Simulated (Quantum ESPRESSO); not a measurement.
## Te: dielectric tensor and Born charges under several settings

```
Te
1.0
     4.45400    0.00000    0.00000
    -2.22700    3.85728    0.00000
     0.00000    0.00000    5.92400
Te
3
Cartesian
  1.6279 2.8197 0.0000
  -0.5991 1.0376 3.9493
  1.1981 0.0000 1.9747
```

All runs used Quantum ESPRESSO 7.5; k mesh 6 × 6 × 4, shifted; given cell; no spin polarisation; cutoff 612 eV; occupations smeared at first, fixed for the response.

```csv
level,potentials,pressure (GPa),sum of the Born charges (e)
LDA,GBRV 1.5 LDA,-1.9,0.34
PBE,GBRV 1.5 PBE,1.4,0.29
PBEsol,GBRV 1.5 PBEsol,-1.0,0.33
WC,GBRV 1.5 PBE,?,?
BLYP,GBRV 1.5 PBE,5.3,0.25
AM05,GBRV 1.5 PBE,-0.5,0.31
```

Question: What stands in the row left open?

Answer: Pressure -0.7 GPa; sum of the Born charges 0.33 e.

Caveats: the potentials were made for another functional, which shifts forces and pressure (some runs); the cell is more than 3 GPa from zero pressure, which shifts response properties (some runs).

For the row left open. Caveat: the mesh is thin for the dielectric tensor, Born charges and intensities, which usually come out too large; the potentials were made for another functional, which shifts forces and pressure; the Born charges break their sum rule by 0.33 e, a sign of too thin a mesh.
